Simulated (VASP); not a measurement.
# Al₂Au, density of states: which settings are enough?

Al₂Au, Fm-3m (no. 225), 3 atoms in the cell. PBE; PAW potentials Au, Al (PBE set). VASP 6.6.1.

Wanted: density of states by 0.5 eV bins within 8 %; centre of the states within 12 eV below the valence top within 0.03 eV; states at the Fermi level within 8 %.

What the run is for: density of states; Accuracy asked: standard; k mesh of the density: 9 × 9 × 9.

POSCAR:
```
Al2Au
1.0
    0.0000000000      3.0000000000      3.0000000000
    3.0000000000      0.0000000000      3.0000000000
    3.0000000000      3.0000000000      0.0000000000
Au Al
1 2
Direct
    0.0000000000      0.0000000000      0.0000000000
    0.7500000000      0.7500000000      0.7500000000
    0.2500000000      0.2500000000      0.2500000000
```

The series start from Plane-wave cutoff (eV): 280; k-point mesh: 11 × 11 × 11; Energy points (NEDOS): 2001; Occupations for the DOS: ISMEAR=-5; Electronic threshold (eV): 1e-6; Precision mode (PREC): Accurate. Each series keeps the choices made before it, and each single choice may use up half of a tolerance. Times cover all steps of a run.

## Plane-wave cutoff (eV)

| Plane-wave cutoff (eV) | Density of states by 0.5 eV bins, largest deviation against the largest value | Centre of the states within 12 eV below the valence top (eV) | States at the Fermi level (states/eV/atom) | Time (s) |
|---|---|---|---|---|
| 190 | 25 % | -5.335 | 0.3261 | 12 |
| 240 | 0.91 % | -5.292 | 0.3271 | 16 |
| 280 | 3.1 % | -5.286 | 0.3275 | 16 |
| 310 | 1.5 % | -5.289 | 0.3275 | 16 |
| 380 | 0.19 % | -5.293 | 0.3276 | 25 |
| 480 (reference) | 0 % | -5.293 | 0.3276 | 31 |

## k-point mesh

| k-point mesh | Density of states by 0.5 eV bins, largest deviation against the largest value | Centre of the states within 12 eV below the valence top (eV) | States at the Fermi level (states/eV/atom) | Time (s) |
|---|---|---|---|---|
| 5 × 5 × 5 | 33 % | -5.190 | 0.3337 | 10 |
| 6 × 6 × 6 | 29 % | -5.218 | 0.3495 | 11 |
| 7 × 7 × 7 | 19 % | -5.254 | 0.3356 | 11 |
| 9 × 9 × 9 | 17 % | -5.268 | 0.3168 | 13 |
| 11 × 11 × 11 | 9.7 % | -5.292 | 0.3271 | 16 |
| 13 × 13 × 13 | 7 % | -5.302 | 0.317 | 19 |
| 16 × 16 × 16 | 2.2 % | -5.314 | 0.3116 | 26 |
| 19 × 19 × 19 | 1.9 % | -5.319 | 0.3059 | 35 |
| 23 × 23 × 23 (reference) | 0 % | -5.325 | 0.3068 | 60 |

## Energy points (NEDOS)

| Energy points (NEDOS) | Density of states by 0.5 eV bins, largest deviation against the largest value | Centre of the states within 12 eV below the valence top (eV) | States at the Fermi level (states/eV/atom) | Time (s) |
|---|---|---|---|---|
| 301 | 22 % | -5.402 | 0.3125 | 29 |
| 501 | 6.2 % | -5.337 | 0.3112 | 30 |
| 1001 | 2.2 % | -5.322 | 0.3115 | 30 |
| 2001 | 0.55 % | -5.314 | 0.3116 | 26 |
| 4001 (reference) | 0 % | -5.313 | 0.3115 | 29 |

## Occupations for the DOS

| Occupations for the DOS | Density of states by 0.5 eV bins, largest deviation against the largest value | Centre of the states within 12 eV below the valence top (eV) | States at the Fermi level (states/eV/atom) | Time (s) |
|---|---|---|---|---|
| ISMEAR=-5 | 0 % | -5.322 | 0.3115 | 30 |
| ISMEAR=-4 | 0 % | -5.322 | 0.3115 | 29 |
| ISMEAR=0 SIGMA=0.05 | 5 % | -5.320 | 0.375 | 28 |
| ISMEAR=0 SIGMA=0.1 | 5.3 % | -5.332 | 0.3628 | 30 |
| ISMEAR=-15 SIGMA=0.025 | 0.054 % | -5.322 | 0.3115 | 27 |
| ISMEAR=1 SIGMA=0.1 | 4.8 % | -5.327 | 0.3842 | 25 |

## Electronic threshold (eV)

| Electronic threshold (eV) | Density of states by 0.5 eV bins, largest deviation against the largest value | Centre of the states within 12 eV below the valence top (eV) | States at the Fermi level (states/eV/atom) | Time (s) |
|---|---|---|---|---|
| 0.001 | 2.8 % | -5.326 | 0.3115 | 21 |
| 0.0001 | 0.25 % | -5.322 | 0.3115 | 22 |
| 1e-5 | 0.24 % | -5.322 | 0.3115 | 24 |
| 1e-6 (reference) | 0 % | -5.322 | 0.3115 | 30 |

## Precision mode (PREC)

| Precision mode (PREC) | Density of states by 0.5 eV bins, largest deviation against the largest value | Centre of the states within 12 eV below the valence top (eV) | States at the Fermi level (states/eV/atom) | Time (s) |
|---|---|---|---|---|
| Normal | 0.46 % | -5.325 | 0.3115 | 11 |
| Accurate (reference) | 0 % | -5.326 | 0.3115 | 21 |

## Question

The rows run from the loosest to the tightest (no order: occupations for the DOS). For each series: choose the loosest value from which every tighter one stays within half of the tolerance; where there is no order, keep the first row unless others stay within half of the tolerance and take at least 30 % less time, and then take the fastest.

## Answer

- Plane-wave cutoff (eV): 240
- k-point mesh: 16 × 16 × 16
- Energy points (NEDOS): 1001
- Occupations for the DOS: ISMEAR=-5
- Electronic threshold (eV): 0.001
- Precision mode (PREC): Normal

## All choices together

| Input | Density of states by 0.5 eV bins, largest deviation against the largest value | Centre of the states within 12 eV below the valence top (eV) | States at the Fermi level (states/eV/atom) | Time (s) |
|---|---|---|---|---|
| defaults for smearing, thresholds and mesh (naive) | 37 % | -5.595 | 0.6787 | 9.3 |
| chosen settings | 3.6 % | -5.325 | 0.3115 | 11 |
| reference settings throughout | 0 % | -5.321 | 0.3071 | 111 |

The tolerance is met.

## The input

INCAR.step1:
```
SYSTEM = Al2Au
ALGO = Normal ; EDIFF = 0.001
ENCUT = 240 ; GGA = PE
GGA_COMPAT = .FALSE. ; ISMEAR = 1
LASPH = .TRUE. ; LCHARG = .TRUE.
LMAXMIX = 4 ; LREAL = .FALSE.
LWAVE = .FALSE. ; NBANDS = 26
NELM = 120 ; PREC = Normal
SIGMA = 0.1
```

INCAR.step2, as INCAR.step1 but for:
```
- ISMEAR = 1
- LCHARG = .TRUE.
- SIGMA = 0.1
+ EMAX = 15.8134
+ EMIN = -9.1866
+ ICHARG = 11
+ ISMEAR = -5
+ LCHARG = .FALSE.
+ LORBIT = 11
+ NEDOS = 1001
```

KPOINTS.step1:
```
k-points
0
Gamma
  9 9 9
```

KPOINTS.step2:
```
Automatic mesh
0
Gamma
  16 16 16
  0 0 0
```

Commands (each step's output is kept before the next begins):
```
cat potpaw_PBE.64/Au/POTCAR potpaw_PBE.64/Al/POTCAR > POTCAR
cp INCAR.step1 INCAR
cp KPOINTS.step1 KPOINTS
mpirun -np 1 vasp_std > vasp.out
cp INCAR.step2 INCAR
cp KPOINTS.step2 KPOINTS
mpirun -np 1 vasp_std > vasp.out
```

The chosen input took VASP 6.6.1 11 s on 1 core (AMD EPYC 9R45 (Zen 5)), a shared host.

## An input that fails: tetrahedra on too few k points

VASP's message: IBZKPT: tetrahedron method fails for NKPT<4. NKPT = 1.

k mesh: 11 × 11 × 11 becomes 1 × 1 × 1.

Changes against the starting input:
```
(step 2)
- NELM = 120
+ NELM = 76
```
